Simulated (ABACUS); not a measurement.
# MgSe (Fm-3m) in ABACUS: a series of runs

Runs on MgSe. Level: PBEsol. Tasks: equation of state.

Program: ABACUS 3.10.1. These are calculated values, not measurements. Logs are shortened: lines on timing, memory, paths and dates and some standing lists are left out, and cuts for length are marked.

### 1 Starting point

Symmetry: Fm-3m, No. 225, cubic system. Conventional cell: a = 5.451 Å, b = 5.451 Å, c = 5.451 Å, α = 90.00°, β = 90.00°, γ = 90.00°. Se (site symmetry m-3m) has 6 Mg at 2.73 Å as nearest neighbours. Mg (site symmetry m-3m) is surrounded by 6 Se at 2.73 Å.

### 2 Equation of state, PBEsol, 19.03 Å³/atom (volume scaled by 0.94)

INPUT

```
INPUT_PARAMETERS
suffix              MgSe
calculation         scf
basis_type          pw
pseudo_dir          ./
latname             fcc
symmetry            1
dft_functional      pbesol
ecutwfc             87
pseudo_rcut         7
nspin               1
nbands              12
ks_solver           dav
smearing_method     fd
smearing_sigma      0.00367493
scf_thr             1e-08
scf_nmax            100
mixing_type         broyden
mixing_beta         0.7
cal_force           1
cal_stress          1
kpar                4
```

STRU

```
ATOMIC_SPECIES
Se 78.9710 Se_ONCV_PBE-1.2.upf
Mg 24.3050 Mg_ONCV_PBE-1.2.upf

LATTICE_CONSTANT
10.0906157117

ATOMIC_POSITIONS
Direct

Se
0.0
1
0.5000000000 0.5000000000 0.5000000000 1 1 1

Mg
0.0
1
0.0000000000 0.0000000000 0.0000000000 1 1 1
```

KPT

```
K_POINTS
0
Gamma
6 6 6 0 0 0
```

Potentials or basis: SG15 ONCV 1.2 PBE, plane waves.

The run is started by

```console
OMP_NUM_THREADS=1 mpirun -np 4 abacus > log
```

running log:

```text
ABACUS v3.10.1

               Atomic-orbital Based Ab-initio Computation at UStc

 ------------------------------------------------------------------------------------

 READING GENERAL INFORMATION
                           global_out_dir = OUT.MgSe/
                           global_in_card = INPUT
                               pseudo_dir = ./
                              orbital_dir =
                                    DSIZE = 4
                                    GSIZE = 1

 READING UNITCELL INFORMATION
                                    ntype = 2
                  lattice constant (Bohr) = 10.0906
              lattice constant (Angstrom) = 5.33972

 READING ATOM TYPE 1
                               atom label = Se
                      L=0, number of zeta = 1
                      L=1, number of zeta = 1
                      L=2, number of zeta = 1
             number of atom for this type = 1

 READING ATOM TYPE 2
                               atom label = Mg
                      L=0, number of zeta = 1
                      L=1, number of zeta = 1
                      L=2, number of zeta = 1
             number of atom for this type = 1

                        TOTAL ATOM NUMBER = 2
DIRECT COORDINATES
    atom                   x                   y                   z     mag                  vx                  vy                  vz
taud_Se1            0.5000000000        0.5000000000        0.5000000000  0.0000        0.0000000000        0.0000000000        0.0000000000
taud_Mg1            0.0000000000        0.0000000000        0.0000000000  0.0000        0.0000000000        0.0000000000        0.0000000000

                          Volume (Bohr^3) = 256.858
                             Volume (A^3) = 38.0624

 Lattice vectors: (Cartesian coordinate: in unit of a_0)
                 -0.5                  +0                +0.5
                   +0                +0.5                +0.5
                 -0.5                +0.5                  +0
 Reciprocal vectors: (Cartesian coordinate: in unit of 2 pi/a_0)
                   -1                  -1                  +1
                   +1                  +1                  +1
                   -1                  +1                  -1
 The esolver type has been set to : ksdft_pw

                PAO radial cut off (Bohr) = 7

 Read in pseudopotential file is Se_ONCV_PBE-1.2.upf
                     pseudopotential type = NC
          exchange-correlation functional = PBE
                 nonlocal core correction = 0
                        valence electrons = 6
                                     lmax = 2
                           number of zeta = 0
                     number of projectors = 6
                           L of projector = 0
                           L of projector = 0
                           L of projector = 1
                           L of projector = 1
                           L of projector = 2
                           L of projector = 2
[... 167 lines left out ...]
 Init Non-Local PseudoPotential table :
 Init Non-Local-Pseudopotential done.

                                     npwx = 3548

 -------------------------------------------
 SELF-CONSISTENT
 -------------------------------------------
                                 init_chg = atomic

 PW ALGORITHM --------------- ION=   1  ELEC=   1--------------------------------
 Notice: Threshold on eigenvalues was too large.
 hsover_error=0.16 > DRHO=0.0695618
 Origin diag ethr = 0.01
 New diag ethr = 0.000434761

 Density error is 0.0682261418477
                          Error Threshold = 0.000434760954745
----------------------------------------------------------
     Energy           Rydberg                 eV
----------------------------------------------------------
 E_KohnSham     -127.4850292699      -1734.5228077668
 E_Harris       -128.9769814730      -1754.8218588729
 E_Fermi        0.5990229551         8.1501254218
----------------------------------------------------------
[... 51 lines left out ...]
 Density error is 5.96802653174e-09
                          Error Threshold = 4.70404715132e-10
----------------------------------------------------------
     Energy           Rydberg                 eV
----------------------------------------------------------
 E_KohnSham     -127.4970775625      -1734.6867331980
 E_KS(sigma->0) -127.4970775625      -1734.6867331976
 E_Harris       -127.4974974534      -1734.6924461073
 E_band         -23.6074512656       -321.1958524692
 E_one_elec     -69.4279806261       -944.6161371480
 E_Hartree      34.6270456487        471.1251257278
 E_xc           -17.9426082307       -244.1217089188
 E_Ewald        -74.7535343544       -1017.0740128581
 E_entropy(-TS) -0.0000000001        -0.0000000009
 E_descf        0.0000000000         0.0000000000
 E_exx          0.0000000000         0.0000000000
 E_Fermi        0.6120664733         8.3275915920
----------------------------------------------------------

 charge density convergence is achieved
 final etot is -1734.6867332 eV
 EFERMI = 8.327591592 eV

 STATE ENERGY(eV) AND OCCUPATIONS    NSPIN == 1
 1/4 kpoint (Cartesian) = 0.0000 0.0000 0.0000 (3527 pws)
       1       -67.6457     0.00925926
       2       -34.3711     0.00925926
       3       -34.3711     0.00925926
       4       -34.3711     0.00925926
       5       -5.91114     0.00925926
       6        7.43096     0.00925926
       7        7.43096     0.00925926
       8        7.43096     0.00925926
       9        10.3201    4.56926e-20
      10        14.6758    6.70411e-58
      11        14.6758    6.70411e-58
      12        14.6758    6.70411e-58
[... 29 lines left out ...]
 4/4 kpoint (Cartesian) = -0.50000 0.50000 0.50000 (3498 pws)
       1       -67.6454      0.0370370
       2       -34.3762      0.0370370
       3       -34.3717      0.0370370
       4       -34.3717      0.0370370
       5       -4.60566      0.0370370
       6        2.03940      0.0370370
       7        6.75825      0.0370370
       8        6.75825      0.0370370
       9        11.1469    1.20279e-26
      10        13.4918    5.16734e-47
      11        13.4918    5.16734e-47
      12        16.4387    1.30769e-72

------------------------------------------------------------------------------------------
 TOTAL-FORCE (eV/Angstrom)
------------------------------------------------------------------------------------------
                       Se1         0.0000000000         0.0000000000         0.0000000000
                       Mg1         0.0000000000         0.0000000000         0.0000000000
------------------------------------------------------------------------------------------

----------------------------------------------------------------
 TOTAL-STRESS (KBAR)
----------------------------------------------------------------
        54.9856832259         0.0000000000         0.0000000000
         0.0000000000        54.9856832259        -0.0000000000
         0.0000000000         0.0000000000        54.9856832259
----------------------------------------------------------------
 TOTAL-PRESSURE: 54.985683 KBAR

 --------------------------------------------
 !FINAL_ETOT_IS -1734.6867331980179188 eV
 --------------------------------------------
```

Run time: 5.9 s. Hardware: 4 MPI ranks of Intel Xeon Platinum 8259CL at 2.50GHz (Skylake/Cascade Lake), shared host; peak memory 0.32 GiB.

What came out:

- Free energy: -1734.6867 eV
- Pressure: 5.5 GPa
- Band gap on the k mesh: 1.80 eV, indirect (least direct gap 2.89 eV)

Caveat: the potentials were made for another functional, which shifts forces and pressure.

### 3 Equation of state, PBEsol, 19.84 Å³/atom (volume scaled by 0.98)

INPUT is that of step 2.

Edit STRU of step 2 so:

```diff
@@ -5,3 +5,3 @@
 LATTICE_CONSTANT
-10.0906157117
+10.2317614845
```

KPT is that of step 2.

Potentials or basis: SG15 ONCV 1.2 PBE, plane waves.

The run is started by

```console
OMP_NUM_THREADS=1 mpirun -np 4 abacus > log
```

Wall time 6.1 s (4 MPI ranks of Intel Xeon Platinum 8259CL at 2.50GHz (Skylake/Cascade Lake), shared host); peak memory 0.32 GiB.

Results (log left out):

* Free energy: -1734.7260 eV
* Pressure: 2.2 GPa
* Band gap on the k mesh: 1.73 eV, indirect (least direct gap 2.60 eV)

Caveat: the potentials were made for another functional, which shifts forces and pressure.

### 4 Equation of state, PBEsol, 20.65 Å³/atom (volume scaled by 1.02)

INPUT is that of step 3.

Edit STRU of step 3 so:

```diff
@@ -5,3 +5,3 @@
 LATTICE_CONSTANT
-10.2317614845
+10.3691169550
```

KPT is that of step 3.

The run is started by

```console
OMP_NUM_THREADS=1 mpirun -np 4 abacus > log
```

Wall time 7.7 s (4 MPI ranks of Intel Xeon Platinum 8259CL at 2.50GHz (Skylake/Cascade Lake), shared host); peak memory 0.32 GiB.

Results (log left out):

* Free energy: -1734.7348 eV
* Pressure: -0.5 GPa
* Band gap on the k mesh: 1.67 eV, indirect (least direct gap 2.33 eV)

Caveat: the potentials were made for another functional, which shifts forces and pressure.

### 5 Equation of state, PBEsol, 21.46 Å³/atom (volume scaled by 1.06)

INPUT is that of step 4.

Edit STRU of step 4 so:

```diff
@@ -5,3 +5,3 @@
 LATTICE_CONSTANT
-10.3691169550
+10.5029267710
```

KPT is that of step 4.

The run is started by

```console
OMP_NUM_THREADS=1 mpirun -np 4 abacus > log
```

Wall time 7.5 s (4 MPI ranks of Intel Xeon Platinum 8259CL at 2.50GHz (Skylake/Cascade Lake), shared host); peak memory 0.32 GiB.

Results (log left out):

```yaml
Free_energy: -1734.7190 eV
Pressure: -2.7 GPa
Band_gap_on_the_k_mesh: 1.61 eV, indirect (least direct gap 2.09 eV)
```

Caveat: the potentials were made for another functional, which shifts forces and pressure.

### 6 Equation of state, PBEsol

Potentials or basis: SG15 ONCV 1.2 PBE, plane waves.

No new run: the results of the series are fitted here.

Results:

```yaml
Equilibrium_volume: 20.51 Å³/atom
Bulk_modulus: 64 GPa
Pressure_derivative_of_the_bulk_modulus: "4.2 (rough: it moves with the points fitted)"
```

Energy against volume, from the lowest point:
```csv
volume (Å³/atom),energy (meV/atom)
19.031,24.05
19.841,4.44
20.651,0.00
21.461,7.93
```

Caveat: the potentials were made for another functional, which shifts forces and pressure. Zero-point motion and thermal expansion aren't in these numbers.
